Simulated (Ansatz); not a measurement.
**Zn (omega type): how the settings move a single-point run**

Aim: see which settings change the result for Zn (omega type), by how much, and at what cost.

Method: reference: DFT, PBE, PAW with Ansatz's default frozen-core files, scalar-relativistic, in Ansatz 0.2.0.

## 1. The system as given

The structure is hexagonal, space group P6/mmm (No. 191). The conventional cell has a = 3.933 Å, b = 3.933 Å, c = 2.380 Å, α = 90.00°, β = 90.00°, γ = 120.00°. Zn (site symmetry 6/mmm) is surrounded by 14 Zn at 2.38 to 2.56 Å. Zn (site symmetry -6m2) has 11 Zn at 2.27 to 2.56 Å as nearest neighbours.

As a file:

```cif
data_structure
_symmetry_space_group_name_H-M 'P 1'
_symmetry_Int_Tables_number 1
_cell_length_a 3.9329
_cell_length_b 3.9329
_cell_length_c 2.3797
_cell_angle_alpha 90.000
_cell_angle_beta 90.000
_cell_angle_gamma 120.000
_cell_volume 31.88
loop_
_atom_site_label
_atom_site_type_symbol
_atom_site_fract_x
_atom_site_fract_y
_atom_site_fract_z
_atom_site_occupancy
Zn1 Zn 0.00000 0.00000 0.00000 1
Zn2 Zn 0.33333 0.66667 0.50000 1
Zn3 Zn 0.66667 0.33333 0.50000 1
```

## 2. The reference run

File input.yaml:

```yaml
crystal:
  lattice:
    - [3.9329168096, 0.0, 0.0]
    - [-1.9664584048, 3.4060058681, 0.0]
    - [0.0, 0.0, 2.3796900666]
  atoms:
    - { symbol: Zn, position: [0.0, 0.0, 0.0] }
    - { symbol: Zn, position: [0.3333333333, 0.6666666667, 0.5] }
    - { symbol: Zn, position: [0.6666666667, 0.3333333333, 0.5] }
kpoints:
  mp_grid: { grid: [9, 9, 12] }
  band_path:
    path:
      - [0.0, 0.0, 0.0]
      - [0.5, 0.0, 0.0]
      - [0.3333333333, 0.3333333333, 0.0]
      - [0.0, 0.0, 0.0]
      - [0.0, 0.0, 0.5]
      - [0.5, 0.0, 0.5]
      - [0.3333333333, 0.3333333333, 0.5]
      - [0.0, 0.0, 0.5]
      - [0.5, 0.0, 0.5]
    npoints: 8
scf:
  occupations: { method: fermi_dirac, width: 0.1 }
hamiltonian:
  xc: pbe
  pseudopotentials: { kind: paw }
output:
  forces: true
  stress: true
  eigenvalues: true
  populations: true
  dos: { projected: true, de: 0.2, e_range: [-14, 8] }
```

On the command line:

```console
$ ansatz run input.yaml --threads 1 --pin off --max-ram 3072MiB --backend cpu --events-out ev --progress --plain --runs-dir out
```

## 3. Changing settings: starting moments, symmetry.detect false, n_extra_bands 2, spin_polarized true

Edit input.yaml of step 2 so:

```diff
@@ -6,5 +6,6 @@
   atoms:
-    - { symbol: Zn, position: [0.0, 0.0, 0.0] }
-    - { symbol: Zn, position: [0.3333333333, 0.6666666667, 0.5] }
-    - { symbol: Zn, position: [0.6666666667, 0.3333333333, 0.5] }
+    - { symbol: Zn, position: [0.0, 0.0, 0.0], spin: -2.0 }
+    - { symbol: Zn, position: [0.3333333333, 0.6666666667, 0.5], spin: -1.0 }
+    - { symbol: Zn, position: [0.6666666667, 0.3333333333, 0.5], spin: 1.0 }
+  symmetry: { detect: false }
 kpoints:
@@ -25,2 +26,3 @@
   occupations: { method: fermi_dirac, width: 0.1 }
+  n_extra_bands: 2
 hamiltonian:
@@ -33,2 +35,3 @@
   populations: true
-  dos: { projected: true, de: 0.2, e_range: [-14, 8] }
+magnetization:
+  spin_polarized: true
```

What does the calculation give? Wanted: for each run, ending; energy change; pressure; gap; force.

As calculated:

| run | ending | energy change | pressure (GPa) | gap (eV) | force (eV/Å) | cycles | time |
| --- | --- | --- | --- | --- | --- | --- | --- |
| reference | converged | 0 | 66.3 | 0.00 | 0.00 | 7 | 4 s |
| 1: starting moments, symmetry.detect false, n_extra_bands 2, spin_polarized true | converged | 0.0 meV/atom | 66.3 | 0.00 | 0.00 | 14 | 84 s |

Times don't compare one to one where runs were asked for different outputs or read a saved state (see the inputs); cycles may leave out searches for a lower state.

Residual by cycle in the longest SCF loop of each run; runs are numbered as in the table. The quantity is the density residual dr2, in eV.

| cycle | reference | run 1 |
| --- | --- | --- |
| 1 | 0.00201 | 2.08 |
| 2 | 5.6e-4 | 0.576 |
| 3 | 9.6e-5 | 0.086 |
| 5 | 2.1e-6 | 0.00345 |
| 6 | 8.2e-8 | 0.00123 |
| 7 | 9.8e-9 | 2.8e-4 |
| 8 | - | 1.3e-4 |
| 9 | - | 2.2e-6 |
| 10 | - | 5.0e-6 |
| 12 | - | 6.8e-9 |
| 13 | - | 1.1e-8 |
| 14 | - | 2.2e-11 |

With the changed spin polarisation, use of symmetry and band count the energy stays within 0.5 meV/atom: no moment survives, so both runs end on the same non-magnetic state. The structure is not at rest: the sound run finds 66 GPa, so these are no properties of the relaxed crystal. 
